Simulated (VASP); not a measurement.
# VASP 6.6.1 run: ZnO

INCAR

```
LASPH = .TRUE.
ISMEAR = -1
IBRION = -1
LREAL = .FALSE.
ENCUT = 520
SIGMA = 0.02
GGA = PE
PREC = Accurate
ISIF = 2
NELM = 81
NBANDS = 26
NSW = 0
LCHARG = .FALSE.
LWAVE = .FALSE.
EDIFF = 1E-7
```

KPOINTS

```
KPOINTS created by Atomic Simulation Environment
0
Gamma
3 3 2
0 0 0
```

POSCAR

```
Zn O
 1.0000000000000000
     3.0447329548520456   -0.0000000000288675    0.0000000000000000
    -1.5223664774010228    2.6368160866559638    0.0000000000000000
     0.0000000000000000    0.0000000000000000    5.2424986338000004
 Zn  O
   2   2
Cartesian
  0.0000000000000000  0.0000000000000000  0.0000000000000000
  0.0000000000000000  0.0000000000000000  2.6212493169000006
  0.0000000000166668  1.7578773910943535  1.3106246584500003
  1.5223664774343566  0.8789386955327431  3.9318739753500007
```

The recommended PBE PAW datasets give the neutral cell 36 valence electrons.

Command

```
mpirun -np 1 vasp_std
```

OSZICAR

```
N       E                     dE             d eps       ncg     rms          rms(c)
DAV:   1     0.287874386690E+03    0.28787E+03   -0.18459E+04   312   0.204E+03
DAV:   2     0.948056199676E+01   -0.27839E+03   -0.26273E+03   344   0.408E+02
DAV:   3    -0.193592344826E+02   -0.28840E+02   -0.28450E+02   324   0.133E+02
DAV:   4    -0.198970962494E+02   -0.53786E+00   -0.53650E+00   344   0.187E+01
DAV:   5    -0.198994489811E+02   -0.23527E-02   -0.23526E-02   328   0.126E+00    0.125E+01
DAV:   6    -0.166352072752E+02    0.32642E+01   -0.58891E+00   450   0.647E+01    0.821E+00
DAV:   7    -0.168136688240E+02   -0.17846E+00   -0.28213E+00   344   0.165E+01    0.485E+00
DAV:   8    -0.167899818463E+02    0.23687E-01   -0.35553E-01   374   0.528E+00    0.146E+00
DAV:   9    -0.167603709233E+02    0.29611E-01   -0.47174E-02   414   0.437E+00    0.273E-01
DAV:  10    -0.167607314051E+02   -0.36048E-03   -0.14700E-02   318   0.902E-01    0.592E-02
DAV:  11    -0.167608240858E+02   -0.92681E-04   -0.24230E-04   380   0.288E-01    0.222E-02
DAV:  12    -0.167608323959E+02   -0.83101E-05   -0.69059E-05   358   0.211E-01    0.882E-03
DAV:  13    -0.167608338298E+02   -0.14340E-05   -0.63537E-06   432   0.471E-02    0.876E-03
DAV:  14    -0.167608328687E+02    0.96116E-06   -0.40525E-06   332   0.180E-02    0.140E-03
DAV:  15    -0.167608327611E+02    0.10760E-06   -0.19382E-07   270   0.425E-03    0.959E-04
DAV:  16    -0.167608326900E+02    0.71105E-07   -0.17856E-08   162   0.273E-03
   1 F= -.16760833E+02 E0= -.16760829E+02  d E =-.749316E-05
```

From OUTCAR

```
k-points           NKPTS =      6   k-points in BZ     NKDIM =      6   number of bands    NBANDS=     26

   NELECT =      36.0000    total number of electrons

   dimension x,y,z NGX =    24 NGY =   24 NGZ =   40
   dimension x,y,z NGXF=    48 NGYF=   48 NGZF=   80

  energy-cutoff  :      520.00
  volume of cell :       42.09
      direct lattice vectors                 reciprocal lattice vectors
     3.044732955 -0.000000000  0.000000000     0.328436029  0.189622630  0.000000000
    -1.522366477  2.636816087  0.000000000     0.000000000  0.379245259  0.000000000
     0.000000000  0.000000000  5.242498634     0.000000000  0.000000000  0.190748738

 k-points in reciprocal lattice and weights: KPOINTS created by Atomic Simulation Env
   0.00000000  0.00000000  0.00000000       0.056
   0.33333333  0.00000000  0.00000000       0.333
   0.33333333  0.33333333  0.00000000       0.111
   0.00000000  0.00000000  0.50000000       0.056
   0.33333333  0.00000000  0.50000000       0.333
   0.33333333  0.33333333  0.50000000       0.111

 E-fermi :   2.2874

 k-point     1 :       0.0000    0.0000    0.0000
  band No.  band energies     occupation
      1     -15.9015      2.00000
      2     -14.8302      2.00000
      3      -4.8840      2.00000
      4      -3.5709      2.00000
      5      -3.5709      2.00000
      6      -3.4791      2.00000
      7      -2.8709      2.00000
      8      -2.8709      2.00000
      9      -2.8169      2.00000
     10      -2.8169      2.00000
     11      -2.4275      2.00000
     12      -2.4275      2.00000
     13      -1.4761      2.00000
     14       0.6950      2.00000
     15       1.0842      2.00000
     16       1.0842      2.00000
     17       2.0978      1.99985
     18       2.0978      1.99985
     19       2.4616      0.00033
     20       7.4974      0.00000
     21      10.1910      0.00000
     22      15.6494      0.00000
     23      15.6494      0.00000
     24      17.9986      0.00000
     25      19.4119      0.00000
     26      19.4290      0.00000

 k-point     2 :       0.3333    0.0000    0.0000
  band No.  band energies     occupation
      1     -15.0939      2.00000
      2     -14.5992      2.00000
      3      -4.1981      2.00000
      4      -3.7841      2.00000
      5      -3.5759      2.00000
      6      -3.3746      2.00000
      7      -3.0848      2.00000
      8      -2.9383      2.00000
      9      -2.7034      2.00000
     10      -2.6447      2.00000
     11      -2.5396      2.00000
     12      -2.4566      2.00000
     13      -1.4728      2.00000
     14      -1.3747      2.00000
     15      -0.8536      2.00000
     16       0.2320      2.00000
     17       1.3899      2.00000
     18       2.0252      2.00000
     19       6.5741      0.00000
     20       8.7991      0.00000
     21       9.8033      0.00000
     22      11.7964      0.00000
     23      12.6796      0.00000
     24      14.3081      0.00000
     25      15.2568      0.00000
     26      16.7254      0.00000

 ...

  Total       -0.5001392     -0.5001392     -1.1767786     -0.0000000      0.0000000      0.0000000
  in kB      -19.0385601    -19.0385601    -44.7958683     -0.0000000      0.0000000      0.0000000
  external PRESSURE =     -27.6243295 kB  Pullay stress =       0.0000000 kB

 POSITION                                       TOTAL-FORCE (eV/Angst)
 -----------------------------------------------------------------------------------
      0.00000      0.00000      0.00000        -0.000000      0.000000     -0.000000
      0.00000      0.00000      2.62125        -0.000000      0.000000     -0.000000
      0.00000      1.75788      1.31062         0.000000      0.000000     -0.000000
      1.52237      0.87894      3.93187        -0.000000     -0.000000      0.000000
 -----------------------------------------------------------------------------------
    total drift:                                0.000000     -0.000000     -0.000000

  FREE ENERGIE OF THE ION-ELECTRON SYSTEM (eV)
  ---------------------------------------------------
  free  energy   TOTEN  =       -16.7608326900 eV

  energy  without entropy=      -16.7608251968  energy(sigma->0) =      -16.76082894
```

It converged. Results: gap between bands v and c on the k mesh 0.36 eV; least direct gap on the k mesh 0.36 eV; pressure -2.8 GPa. Band v is the last that the valence electrons fill when counted band by band, and c is the next.

These settings aren't sound, so the numbers aren't properties of the crystal.

On sound settings PBE gives a gap of 0.41 eV on its mesh and a pressure of -2.7 GPa for the intended cell.

The run took about 11 s on one core of a shared host (Intel Xeon Platinum 8488C) and held 0.15 GiB at most.
